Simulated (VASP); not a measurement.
**Y: relaxation of cell and atoms with PBE**

Crystal: Y.

```xyz
2
Lattice="3.6474 0.0000 0.0000 -1.8237 3.1587 0.0000 0.0000 0.0000 5.7306" Properties=species:S:1:pos:R:3 pbc="T T T"
Y     0.0000    2.1058    1.4326
Y     1.8237    1.0529    4.2980
```

| Item | Value |
| --- | --- |
| Program | VASP 6.6.1 |
| Task | relaxation of cell and atoms |
| Functional | PBE |
| Potentials or basis | VASP PAW PBE potentials, release 64 (Y_sv) |
| Cutoff | 520 eV |
| k mesh | 14 × 14 × 8 |
| Occupations | gaussian, width 0.1 eV |
| Spin | no spin polarisation |
| Further INCAR settings | ALGO = Normal; EDIFF = 1e-06; IBRION = 2; EDIFFG = -0.01; NSW = 90; ISIF = 3 |

| Property | Result |
| --- | --- |
| Relaxed volume | 32.79 Å³/atom |
| Relaxed cell | a = 3.657 Å, b = 3.657 Å, c = 5.664 Å, α = 90.00°, β = 90.00°, γ = 120.00° |
| Space group after relaxing (to 0.05 Å) | P6_3/mmc (No. 194) |
| Energy gained by relaxing | 0.8 meV/atom |
| Ionic steps | 6 |
| Pressure after relaxing | 0.0 GPa |
| Band gap on the k mesh | none (metal or under the smearing width) |

Stress tensor (GPa, compression positive):
```
-0.04  0.00  0.00
 0.00 -0.04  0.00
 0.00  0.00  0.05
```

Step by step:
```csv
step,energy change (eV),largest force (eV/Å),pressure (GPa),volume (Å³)
1,0.0000,0.0000,-0.31,66.02
2,-0.0015,0.0000,0.07,65.41
3,-0.0015,0.0000,0.11,65.33
4,-0.0015,0.0000,0.13,65.31
5,-0.0017,0.0000,0.07,65.47
6,-0.0017,0.0000,-0.01,65.59
```

Final structure:
```
Y
1.0
     3.65664    0.00000    0.00000
    -1.82832    3.16675    0.00000
     0.00000    0.00000    5.66415
Y
2
Direct
  0.33333 0.66667 0.25000
  0.66667 0.33333 0.75000
```

Levels at points of the mesh, in eV from the Fermi level:
```
           k point  band 8  band 9  band 10  band 11  band 12  band 13  band 14  band 15
(0.00, 0.00, 0.00)  -22.35   -4.68    -1.83     0.98     1.74     1.74     2.15     2.37
(0.50, 0.00, 0.00)  -22.44   -1.68    -1.18    -0.79    -0.13     1.42     1.46     2.13
(0.00, 0.00, 0.50)  -22.44   -3.22    -3.22     1.01     1.01     1.64     1.64     1.64
(0.50, 0.00, 0.50)  -22.50   -1.64    -1.64     0.10     0.10     1.39     1.39     2.74
```

Wall time 3.8 min on 1 thread of Intel(R) Xeon(R) Platinum 8488C (Sapphire Rapids), on a shared host, peak memory 0.27 GiB.
